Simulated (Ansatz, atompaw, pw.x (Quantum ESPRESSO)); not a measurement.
**From atom to crystal: PAW (atompaw) potential for B (Z = 5)**

- Element: B (Z = 5)
- Generator: atompaw 4.2.0.5
- Type: PAW
- Functional: PBE
- Relativity: scalar-relativistic
- Frozen core: [He]
- Valence charge: 3
- Reference configuration: 2s2 2p1
- Partial waves: 2s (bound); 2s channel at 2.35 Ry; 2p (bound); 2p channel at 0.55 Ry; 3d channel at 0.3 Ry; 3d channel at 2.6 Ry
- Local potential: bessel scheme, radius 2.00 bohr
- Core correction: smooth core density matched at 2.95 bohr
- Augmentation charge: sinc compensation charge, radius 2.40 bohr; PAW radius 3.00 bohr; waves and projectors: bloechl

Atomic tests: cutoffs needed: 8 Ry and 12 Ry (the cutoffs (Ry, on a coarse ladder) from which the occupation-weighted sum of valence levels, in a spherical-Bessel basis at the reference potential, stays within 10 and 1 mRy of its value at 400 Ry); ghost test: no extra level below or beside the all-electron valence levels (s, p, d, f tested) (spherical-Bessel basis up to 400 Ry, 20 bohr box); lowest eigenvalue of the overlap operator: 0.68 (s channel).

Crystal test: diamond B in pw.x 7.5, no spin, 11³ k-points, Fermi–Dirac smearing 0.01 Ry, cutoffs 40/400 Ry. The reference is all-electron LAPW (Ansatz 0.2.0) with the same functional, mesh and smearing; V0 and B0 come from Birch–Murnaghan fits to the pressures at five volumes. Errors are pseudo minus all-electron; Δ is the rms difference of the E(V) curves that follow from these fits, minima aligned, over ±6 % about the mean V0. Mesh and smearing are coarse, so the numbers serve the comparison and aren't converged zero-temperature values; the lattice is a test structure that the element need not adopt.

```
V (Å³/atom)  P all-electron (GPa)  P pseudo (GPa)
      7.899                 10.02           25.00
      8.107                  4.78           18.35
      8.315                  0.11           12.41
      8.523                 -4.05            7.10
      8.731                 -7.77            2.35
```

All-electron: a0 = 4.053 Å (V0 = 8.32 Å³/atom), B0 = 175.9 GPa.

Pseudopotential: mean pressure error (GPa): +12.42. The pressure does not cross zero within the volumes sampled, so no fit is given. The largest radius (3.00 bohr) exceeds half the bond length (1.66 bohr), so the spheres overlap, which is one possible source of error among others. This is a poor potential for the solid.

Question: At the middle volume, how do free energy and pressure move when the wave cutoff is lowered (ecutrho held at 400 Ry)?

Answer:

```json
{"cutoff (Ry)": "18", "shift of F (meV/atom)": "+0.3", "shift of P (GPa)": "-0.02"}
{"cutoff (Ry)": "24", "shift of F (meV/atom)": "+0.1", "shift of P (GPa)": "+0.00"}
{"cutoff (Ry)": "32", "shift of F (meV/atom)": "+0.0", "shift of P (GPa)": "+0.00"}
```

Input at the middle volume:

```
&control
  calculation='scf', prefix='x', pseudo_dir='./', outdir='./tmp', tstress=.true., disk_io='low'
/
&system
  ibrav=0, nat=2, ntyp=1, ecutwfc=40, ecutrho=400, nbnd=10,
  occupations='smearing', smearing='fd', degauss=0.01
/
&electrons
  conv_thr=1e-09, mixing_beta=0.4, electron_maxstep=70
/
ATOMIC_SPECIES
B 1.0 B.UPF
CELL_PARAMETERS angstrom
  0.00000000 2.02591281 2.02591281
  2.02591281 0.00000000 2.02591281
  2.02591281 2.02591281 0.00000000
ATOMIC_POSITIONS crystal
B 0.0000 0.0000 0.0000
B 0.2500 0.2500 0.2500
K_POINTS automatic
11 11 11 0 0 0
```

```bash
pw.x < B.scf.in > B.scf.out
```

Lines of the output:

```
Message from routine setup:
     using ibrav=0 with symmetry is DISCOURAGED, use correct ibrav instead
     lattice parameter (alat)  =       5.4142  a.u.
     unit-cell volume          =     112.2248 (a.u.)^3
     number of electrons       =         6.00
     number of Kohn-Sham states=           10
     kinetic-energy cutoff     =      40.0000  Ry
     charge density cutoff     =     400.0000  Ry
     scf convergence threshold =      1.0E-09
     Exchange-correlation= SLA PW PBX PBC
     number of k points=    56  Fermi-Dirac smearing, width (Ry)=  0.0100
     iteration #  1     ecut=    40.00 Ry     beta= 0.40
     total energy              =     -22.75883491 Ry
     estimated scf accuracy    <       0.03006287 Ry
     iteration #  2     ecut=    40.00 Ry     beta= 0.40
     total energy              =     -22.75388100 Ry
     estimated scf accuracy    <       0.00744825 Ry
     iteration #  3     ecut=    40.00 Ry     beta= 0.40
     total energy              =     -22.75504853 Ry
     estimated scf accuracy    <       0.00008462 Ry
     iteration #  4     ecut=    40.00 Ry     beta= 0.40
     total energy              =     -22.75506404 Ry
     estimated scf accuracy    <       0.00000351 Ry
     iteration #  5     ecut=    40.00 Ry     beta= 0.40
     total energy              =     -22.75506500 Ry
     estimated scf accuracy    <       0.00000036 Ry
     iteration #  6     ecut=    40.00 Ry     beta= 0.40
     total energy              =     -22.75506500 Ry
     estimated scf accuracy    <          2.3E-09 Ry
     iteration #  7     ecut=    40.00 Ry     beta= 0.40
     the Fermi energy is     6.5336 ev
!    total energy              =     -22.75506500 Ry
     estimated scf accuracy    <          1.8E-10 Ry
     smearing contrib. (-TS)   =      -0.00445502 Ry
     The total energy is F=E-TS. E is the sum of the following terms:
     one-electron contribution =       5.49596530 Ry
     hartree contribution      =       0.62348237 Ry
     xc contribution           =      -4.18492926 Ry
     ewald contribution        =     -12.66349507 Ry
     one-center paw contrib.   =     -12.02163332 Ry
     convergence has been achieved in   7 iterations
          total   stress  (Ry/bohr**3)                   (kbar)     P=      124.10
```

The run at the middle volume (56 k-points, 7 iterations) took about 6 s on one core of a shared host (Intel(R) Xeon(R) 6975P-C, 192 threads, 1512 GiB, load 36).
